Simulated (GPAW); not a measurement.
MnO in GPAW: convergence with k mesh

Input of the first run (k mesh 2 × 2 × 2); the others differ in this setting and in those tied to it:

File run.py:

```python
from ase import Atoms
from ase.dft.bandgap import bandgap
from ase.io import write
from ase.units import GPa
from gpaw import GPAW, PW

atoms = Atoms(['Mn', 'O'],
              cell=[[0.0, 2.22200033, 2.22200033],
                    [2.22200033, 0.0, 2.22200033],
                    [2.22200033, 2.22200033, 0.0]],
              scaled_positions=[[0.0, 0.0, 0.0],
                                [0.5, 0.5, 0.5]],
              pbc=True)
atoms.set_initial_magnetic_moments([4.0, 0.0])

calc = GPAW(mode=PW(800),
            xc='LDA',
            kpts={'size': (2, 2, 2), 'gamma': True},
            occupations={'name': 'fermi-dirac', 'width': 0.05},
            nbands=21,
            convergence={'density': 1e-05, 'energy': 1e-05},
            maxiter=100,
            txt='gpaw.txt')
atoms.calc = calc
energy = atoms.get_potential_energy()
forces = atoms.get_forces()
stress = atoms.get_stress()
calc.write('gs.gpw')
write('result.traj', atoms)
print(f'Energy: {energy:.6f} eV')
print('Forces (eV/A):')
print(forces.round(4))
print('Stress (GPa):', (stress / GPa).round(3))
print('Moments:', calc.get_magnetic_moments().round(3))
print('Fermi level:', round(calc.get_fermi_level(), 4), 'eV')
print(f'Gap: {bandgap(calc)[0]:.4f} eV, direct: {bandgap(calc, direct=True)[0]:.4f} eV')
```

Potentials or basis: the program's PAW data sets (release 1.2.1) made for this functional, pw.

The run is started by

```bash
$ OMP_NUM_THREADS=1 python run.py
```

Hardware: 1 thread of Arm Neoverse V1, with other jobs on the host.

```csv
k mesh,"energy less the tightest run, at zero smearing (meV/atom)",pressure (GPa),largest site moment (μB),SCF cycles,CPU time (s),peak memory (GiB)
2 × 2 × 2,109.81,-31.11,3.27,13,7.7,0.15
3 × 3 × 3,27.92,-14.70,4.05,10,7.7,0.15
4 × 4 × 4,-12.88,-17.44,3.97,11,13,0.15
5 × 5 × 5,4.00,-18.18,3.93,12,16,0.15
7 × 7 × 7,-5.91,-15.10,4.06,11,26,0.16
8 × 8 × 8,1.35,-14.23,4.09,11,36,0.17
9 × 9 × 9,0.66,-14.34,4.09,11,43,0.18
11 × 11 × 11,0.90,-15.55,4.04,11,68,0.19
14 × 14 × 14,0.00,-15.26,4.05,11,120,0.24
```

Against the tightest run, the energy stays within 1 meV/atom from 9 × 9 × 9 on; the largest site moment stays within 0.02 μB from 11 × 11 × 11 on. Not settled before the last step: the pressure (to 0.1 GPa). Meshes of other sizes hit other points, so gaps and Fermi surfaces needn't settle smoothly. The tightest run that finished is the yardstick and may itself not be fully converged.

Caveat, for the tightest run too: so large a pressure means that the cell lies far from this level's equilibrium, or that cutoff or potentials fall short; a cell with one magnetic atom can't hold antiferromagnetic order, which such compounds often take; semilocal functionals often make such compounds metallic where correlation or magnetic order opens a gap, which also shifts bond lengths.
